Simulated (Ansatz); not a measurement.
Write a Python script for Ansatz 0.2.0 through its Python package that makes a projected density of states of MgO, space group P6_3mc. Settings: r2SCAN, PAW, cutoff 558 eV, 12×12×4 k-points, fixed occupations.

```
Mg O
1.0
     3.30779    0.00000    0.00000
    -1.65389    2.86463    0.00000
     0.00000    0.00000    4.98288
Mg O
2 2
Direct
  0.33333 0.66667 0.00216
  0.66667 0.33333 0.50216
  0.33333 0.66667 0.40244
  0.66667 0.33333 0.90244
```

The script, `mgo_pdos.py`:
```python
"""Projected density of states of MgO."""

from dataclasses import dataclass
import logging
import sys
import warnings

import ansatz as az
import numpy as np

logging.basicConfig(stream=sys.stdout, format="%(levelname)s %(message)s")
logger = logging.getLogger("calc")
logger.setLevel(logging.INFO)


@dataclass(frozen=True)
class RunConfig:
    occupations: str = "Fixed"
    functional: str = "r2scan"
    kgrid: tuple[int, ...] = (12, 12, 4)
    extra_bands: int = 14


settings = RunConfig()


def main() -> None:
    warnings.simplefilter("ignore", az.DeckWarning)

    system = (
        az.Lattice.from_parameters(3.307787, 3.307787, 4.982882, alpha=90.0, beta=90.0, gamma=120.0)
        .atom("Mg", [1 / 3, 2 / 3, 0.00215974])
        .atom("Mg", [2 / 3, 1 / 3, 0.50215974])
        .atom("O", [1 / 3, 2 / 3, 0.40244026])
        .atom("O", [2 / 3, 1 / 3, 0.90244026])
    )

    calculation = (
        system.calculation()
        .basis(41 * az.Ry)
        .occupations(settings.occupations)
        .functional(settings.functional)
        .kpoints(*settings.kgrid, center="gamma")
        .scf(extra_bands=settings.extra_bands)
        .density_of_states(projected=True, method="smearing", broadening_width=0.15, energy_step=0.1)
    )
    history = []
    out = calculation.session().plan().execute(on_event=lambda event: history.append(event["data"]["dr2_ev"]) if event["event"] == "scf_iter" else None)
    report = out.report
    print("density residual by iteration (eV):", " ".join(f"{value:.1e}" for value in history[:40]))

    dos = out.density_of_states()
    energy = np.asarray(dos.energies_ev) - dos.fermi_ev
    curves = {}
    for site in out.projected_density_of_states().sites:
        for shell in site.shells:
            weight = sum(np.sum(curve.g_bin_mean_per_ev, axis=0) for curve in shell.curves)
            name = f"{site.species} {shell.label}"
            curves[name] = curves.get(name, 0) + weight

    step = energy[1] - energy[0]
    windows = [(-6, -3), (-3, 0), (0, 4)]
    print("states by shell in windows of E - E_F (eV):", windows)
    for name, g in curves.items():
        print(f"{name:8s}", " ".join(f"{step * g[(energy >= a) & (energy < b)].sum():8.3f}" for a, b in windows))
    filled = (energy < 0) & (energy > -6)
    for name, g in curves.items():
        if g[filled].sum() * step > 0.5:
            logger.info(f"centre of {name}: {np.average(energy[filled], weights=g[filled]):.2f} eV")


if __name__ == "__main__":
    main()
```

```console
$ python mgo_pdos.py
density residual by iteration (eV): 1.9e-02 3.8e-03 2.4e-04 6.3e-06 8.3e-07 2.4e-08
states by shell in windows of E - E_F (eV): [(-6, -3), (-3, 0), (0, 4)]
Mg 2S       0.000    0.003    0.000
Mg 3S       0.053    0.483    0.000
Mg 2P       0.000    0.003    0.000
O 2S        0.002    0.062    0.000
O 2P        0.335   10.773    0.029
INFO centre of Mg 3S: -2.46 eV
INFO centre of O 2P: -1.44 eV
```

Semilocal gaps usually lie well under measured ones. The Fermi level of a run with fixed occupations marks the highest occupied state on its mesh, not mid-gap. The crystal has a gap of about 4.14 eV on the mesh; density of states inside it is the tail of the broadening. This cell is a computed structure, which may not be the phase found in nature. Curves are summed over the cell's atoms. Only shells that the potentials hold have channels, so projections don't add up to the total, least of all where a shell is missing (p of most metals); heights and places of peaks move with the mesh. The density of states is complete only as far up as bands were computed. A band centre counts only the states inside the window taken. Hardware and time: 17 s on 1 thread of Arm Neoverse V1 (shared host), peak memory 0.53 GiB.
